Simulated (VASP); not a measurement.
# LiH in VASP: how settings move the LDA single point

The LDA single point of LiH built on the rocksalt prototype, strained and with displaced atoms is repeated with altered inputs. Which of them can be trusted?

Code: VASP 6.6.1. PAW datasets, plane waves. Calculated at 0 K for a non-magnetic cell.

### 1 The system as given

Space group P1 (No. 1), triclinic; conventional cell a = 2.762 Å, b = 2.769 Å, c = 2.807 Å, α = 119.5°, β = 91.1°, γ = 117.4°, 7.87 Å³ an atom. Near Li stand 5 H at 1.82–2.07 Å; near H stand 5 Li at 1.82–2.07 Å.

Coordinates:

```xyz
2
Lattice="-0.0550 1.9333 1.9713 2.0091 -0.0490 1.9653 1.9985 1.9167 -0.0384" Properties=species:S:1:pos:R:3 pbc="T T T"
Li    0.0819    1.8537    2.0009
H     1.8978    1.8374    1.9064
```

### 2 The reference run

Contents of INCAR:

```
ENCUT = 520.000000
SIGMA = 0.020000
EDIFF = 1.00e-07
GGA = CA
PREC = Accurate
IBRION = -1
ISIF = 2
ISMEAR = -1
NBANDS = 9
NELM = 120
NSW = 0
LASPH = .TRUE.
LCHARG = .FALSE.
LWAVE = .FALSE.
LREAL = .FALSE.
```

Contents of KPOINTS:

```
KPOINTS created by Atomic Simulation Environment
0
Gamma
10 10 10
0 0 0
```

Contents of POSCAR:

```
Li H
 1.0000000000000000
    -0.0550000000000000    1.9333000000000000    1.9713000000000001
     2.0091000000000001   -0.0490000000000000    1.9653000000000000
     1.9984999999999999    1.9167000000000001   -0.0384000000000000
 Li  H
   1   1
Cartesian
  0.0818531900000000  1.8536576200000001  2.0008650900000000
  1.8978485800000000  1.8374285600000000  1.9063900200000001
```

Potentials: the recommended LDA PAW datasets, 4 valence electrons.

On the command line:

```console
$ mpirun -np 1 vasp_std
```

### 3 Altered input 1

INCAR, as its differences from that of step 2:

```diff
@@ -1,2 +1 @@
-ENCUT = 520.000000
 SIGMA = 0.020000
@@ -15 +14,2 @@
 LREAL = .FALSE.
+ENCUT = 300
```

Contents of KPOINTS:

```
KPOINTS created by Atomic Simulation Environment
0
Monkhorst-Pack
10 10 10
0 0 0
```

POSCAR is that of step 2.

### 4 Altered input 2

INCAR, as its differences from that of step 2:

```diff
@@ -8,4 +8,2 @@
 ISMEAR = -1
-NBANDS = 9
-NELM = 120
 NSW = 0
@@ -15 +13,4 @@
 LREAL = .FALSE.
+NBANDS = 26
+NELECT = 3.9
+NELM = 82
```

Contents of KPOINTS:

```
KPOINTS created by Atomic Simulation Environment
0
Monkhorst-Pack
10 10 10
0 0 0
```

POSCAR is that of step 2.

Q: Predict the outcome of this session. Wanted: for each run, changed; ending; energy change; pressure; electronic steps; usable.

As calculated:

| run | changed | ending | energy change (meV/atom) | pressure (GPa) | gap on the mesh (eV; negative: overlap) | electronic steps | time | usable |
| --- | --- | --- | --- | --- | --- | --- | --- | --- |
| ref. | – | converged | 0 | -1.4 | 2.52 | 11 | 18 s | yes |
| 1 | ENCUT = 300, shifted mesh | converged | -206.9 | -11.4 | 2.78 | 11 | 6.2 s | no |
| 2 | NBANDS = 26, NELECT = 3.9, NELM = 82, shifted mesh | converged | – | -5.9 | – | 11 | 51 s | no |

Of 2 altered inputs, 2 ended normally on a faulty or unsound input.
